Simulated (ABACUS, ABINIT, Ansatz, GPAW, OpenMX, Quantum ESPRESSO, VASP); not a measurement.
CoO: 7 runs at one level of theory

```
Co O
1.0
     0.00000    2.13150    2.13150
     2.13150    0.00000    2.13150
     2.13150    2.13150    0.00000
Co O
1 1
Direct
  0.99261 0.00830 0.01507
  0.49712 0.51716 0.49531
```

Atoms were shifted at random by some hundredths of an Å from the given cell, which wasn't relaxed again for these runs.

Alike in all runs: task single point; functional PBE; k mesh 11 × 11 × 11; occupations fermi-dirac, width 0.05 eV; collinear spin, ferromagnetic start; no spin-orbit coupling. Pressure is positive in compression and, in plane waves, holds the error of the finite cutoff.

```json
{"program and potentials": "Ansatz, all-electron LAPW, scalar-relativistic", "plane-wave cutoff (eV)": "-", "notes": "-", "pressure (GPa)": "-1.73", "net moment per atom (μB)": "1.46", "largest force (eV/Å)": "0.061", "energy over the undisturbed cell (meV/atom)": "-"}
{"program and potentials": "Quantum ESPRESSO, SSSP 1.3 efficiency PBE", "plane-wave cutoff (eV)": "748", "notes": "11.5 valence electrons an atom on average", "pressure (GPa)": "-1.72", "net moment per atom (μB)": "1.49", "largest force (eV/Å)": "0.021", "energy over the undisturbed cell (meV/atom)": "0.22"}
{"program and potentials": "ABACUS, PseudoDojo NC SR 0.4.1 PBE standard, plane waves", "plane-wave cutoff (eV)": "1320", "notes": "11.5 valence electrons an atom on average", "pressure (GPa)": "-1.82", "net moment per atom (μB)": "1.50", "largest force (eV/Å)": "0.047", "energy over the undisturbed cell (meV/atom)": "0.55"}
{"program and potentials": "VASP, PBE PAW files Co, O, 520 eV", "plane-wave cutoff (eV)": "520", "notes": "7.5 valence electrons an atom on average", "pressure (GPa)": "-2.20", "net moment per atom (μB)": "1.45", "largest force (eV/Å)": "0.056", "energy over the undisturbed cell (meV/atom)": "-"}
{"program and potentials": "OpenMX, OpenMX 2013 PBE set, Co6.0H-s3p2d2, O6.0-s2p2d1, grid cutoff 500 Ry", "plane-wave cutoff (eV)": "-", "notes": "atomic basis; 11.5 valence electrons an atom on average", "pressure (GPa)": "0.19", "net moment per atom (μB)": "1.48", "largest force (eV/Å)": "0.089", "energy over the undisturbed cell (meV/atom)": "-"}
{"program and potentials": "ABINIT, JTH PAW PBE v2.0", "plane-wave cutoff (eV)": "707", "notes": "11.5 valence electrons an atom on average", "pressure (GPa)": "-2.15", "net moment per atom (μB)": "1.46", "largest force (eV/Å)": "0.053", "energy over the undisturbed cell (meV/atom)": "-"}
{"program and potentials": "GPAW, GPAW PAW data sets (gpaw-data 1.2.1)", "plane-wave cutoff (eV)": "800", "notes": "7.5 valence electrons an atom on average", "pressure (GPa)": "-1.14", "net moment per atom (μB)": "1.47", "largest force (eV/Å)": "0.060", "energy over the undisturbed cell (meV/atom)": "-"}
```

Force on atom 2 (O), eV/Å:

```csv
program and potentials,x,y,z
"Ansatz, all-electron LAPW, scalar-relativistic",0.028,0.041,-0.036
"Quantum ESPRESSO, SSSP 1.3 efficiency PBE",0.009,0.014,-0.012
"ABACUS, PseudoDojo NC SR 0.4.1 PBE standard, plane waves",0.022,0.032,-0.027
"VASP, PBE PAW files Co, O, 520 eV",0.026,0.038,-0.032
"OpenMX, OpenMX 2013 PBE set, Co6.0H-s3p2d2, O6.0-s2p2d1, grid cutoff 500 Ry",0.036,0.050,-0.041
"ABINIT, JTH PAW PBE v2.0",0.024,0.036,-0.031
"GPAW, GPAW PAW data sets (gpaw-data 1.2.1)",0.028,0.040,-0.035
```

The pressure spans -2.20 (VASP, PBE PAW files Co, O, 520 eV) to 0.19 GPa (OpenMX, OpenMX 2013 PBE set, Co6.0H-s3p2d2, O6.0-s2p2d1, grid cutoff 500 Ry), with all-electron results at -1.73. The net moment per atom spans 1.45 (VASP, PBE PAW files Co, O, 520 eV) to 1.50 μB (ABACUS, PseudoDojo NC SR 0.4.1 PBE standard, plane waves), with all-electron results at 1.46. The state is the one that the start led to, which needn't be the lowest. The pressure on the cell as given of OpenMX, OpenMX 2013 PBE set, Co6.0H-s3p2d2, O6.0-s2p2d1, grid cutoff 500 Ry lies far from the others; the cause wasn't traced. Rows in atomic bases carry the error of their basis and grid, which can be large.

Differences between rows come from potentials, basis sets and numerical settings, since the functional is the same but for its coding. Runs on potential files found faulty are left out.
